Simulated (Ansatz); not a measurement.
# SiC: Seebeck coefficient and carrier response

The calculation used Ansatz 0.2.0, DFT PBEsol, scalar-relativistic, plane waves, PAW. Plane waves to 420 eV; Γ-centred k mesh 12×12×12; Gaussian smearing of 0.02 eV. No spin polarisation.

Equilibrium structure at this level:
```yaml
crystal:
  lattice:
    - [0.00000, 2.17841, 2.17841]
    - [2.17841, 0.00000, 2.17841]
    - [2.17841, 2.17841, 0.00000]
  atoms:
    - { symbol: Si, position: [0.00000, 0.00000, 0.00000] }
    - { symbol: C, position: [0.75000, 0.75000, 0.75000] }
```

Constant relaxation time and rigid bands. The levels are interpolated over the whole zone and filled by a Fermi function at the stated temperature, with the chemical potential set by the electron count. The Kohn–Sham gap on the mesh is 1.24 eV and isn't corrected.

(1) Give the Seebeck coefficient (μV/K; xx, yy, zz) and the conductivity masses (m_e; principal values, sorted) at 900 K against doping (cm⁻³).

(2) At 10¹⁸ cm⁻³, which carrier is lighter?

## Answers

(1)
| doping | S | m* |
| --- | --- | --- |
| n 1e18 | -581 -581 -581 | 0.31 0.31 0.31 |
| n 1e19 | -388 -388 -388 | 0.31 0.31 0.31 |
| n 1e20 | -200 -200 -200 | 0.32 0.32 0.32 |
| n 1e21 | -64 -64 -64 | 0.36 0.36 0.36 |
| p 1e18 | 743 743 743 | 0.71 0.71 0.71 |
| p 1e19 | 569 569 569 | 0.73 0.73 0.73 |
| p 1e20 | 372 372 372 | 0.73 0.73 0.73 |
| p 1e21 | 182 182 182 | 0.74 0.74 0.74 |

(2) Electrons, 0.31 against 0.71 m_e (harmonic means of the principal values).

Cost: 1 run of about 1.4 core-minutes, on AMD EPYC 7R43 (Zen 3) (shared hosts).